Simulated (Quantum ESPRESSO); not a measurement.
Crystal: Pt.

```
Pt
1.0
     2.76067    0.00000    0.00000
    -1.38033    2.39081    0.00000
     0.00000    0.00000    4.79213
Pt
2
Direct
  0.33333 0.66667 0.25000
  0.66667 0.33333 0.75000
```

This isn't the form of Pt at room conditions, which is fcc.

```yaml
Program: Quantum ESPRESSO 7.5
Task: phonons and electron-phonon coupling
Functional: PBEsol
Potentials_or_basis: GBRV 1.5 PBEsol
Cutoff: 612 eV
Density_cutoff: 4898 eV
k_mesh: 6 × 6 × 4
Occupations: methfessel-paxton, width 0.272 eV
Spin: no spin polarisation
Mixing_beta: 0.5
Most_SCF_iterations: 120
SCF_threshold: 4e-10 Ry
q_mesh: 3 × 3 × 2
```

The cell and the atoms were relaxed first, to 15.03 Å³/atom (a = 2.726 Å, b = 2.726 Å, c = 4.673 Å, α = 90.00°, β = 90.00°, γ = 120.00°), and the response was taken there.

**Question.** Is this structure dynamically stable at this level, and how far does the spectrum reach?

**Answer.** No: the interpolated spectrum has imaginary modes, down to 25i cm⁻¹ near Γ. The highest frequency is 191 cm⁻¹.

Phonon frequencies at the corners of the path (cm⁻¹, interpolated; i marks imaginary ones):
```
point              frequencies
    Γ        25i 25i 0 0 0 177
    M    78 95 102 130 163 191
    K    99 99 137 150 150 163
    A  20i 20i 20i 20i 138 138
    L  100 100 108 108 185 185
    H    99 99 155 155 164 164
```

Phonon states per cell in windows of 10 cm⁻¹ (negative: imaginary):
```csv
from (cm⁻¹),total
-30,0.00
-20,0.01
-10,0.01
0,0.02
10,0.04
20,0.06
30,0.10
40,0.14
50,0.19
60,0.26
70,0.37
80,0.47
90,0.64
100,0.63
110,0.43
120,0.44
130,0.36
140,0.18
150,0.49
160,0.50
170,0.45
180,0.19
```

Caveat: the k mesh is coarse (spacing up to 0.44 Å⁻¹), so the values aren't converged; the mesh is thin for the phonons of a metal; some modes are imaginary; the interpolated spectrum has imaginary branches, which spoil the λ, ω_log and α²F that the log prints; λ from interpolated matrix elements is rough: modes that symmetry makes equal can differ by tens of percent.
